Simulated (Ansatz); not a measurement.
**Cd in Ansatz: the effect of target pressure**

The system is Cd.

```
CELL_PARAMETERS angstrom
2.97887 0.00000 0.00000
-1.48944 2.57978 0.00000
0.00000 0.00000 5.61765
ATOMIC_POSITIONS crystal
Cd 0.66667 0.33333 0.75000
Cd 0.33333 0.66667 0.25000
```

Alike in all runs:

- Program: Ansatz 0.2.0
- Task: relaxation of cell and atoms
- Functional: PBE
- Potentials or basis: Ansatz PAW
- Cutoff: 420 eV (not typed: the program's choice for these potentials)
- k mesh: 10 × 10 × 5
- Occupations: fermi-dirac, width 0.05 eV
- Spin: no spin polarisation

Each run relaxes the cell or the atoms first.

```csv
target pressure,relaxed volume (Å³/atom)
0 GPa,22.72
2 GPa,21.83
5 GPa,?
10 GPa,19.57
20 GPa,17.90
30 GPa,16.83
```

Task: What does the run with target pressure 5 GPa give?

Result: Relaxed volume 20.79 Å³/atom.

Worked out: In Murnaghan's law V^(-B') rises as a straight line in P. The other rows fit best with B' = 4.6, V0 = 22.72 Å³/atom and B0 = 46 GPa, which gives 20.81 Å³/atom at 5 GPa, against the run's 20.79.

Caveats: the plane-wave basis is chosen anew once the cell has moved, so the energies of steps on either side of that aren't comparable; the volume moved by over 15 % at a fixed basis, so the end points are rough (some runs).
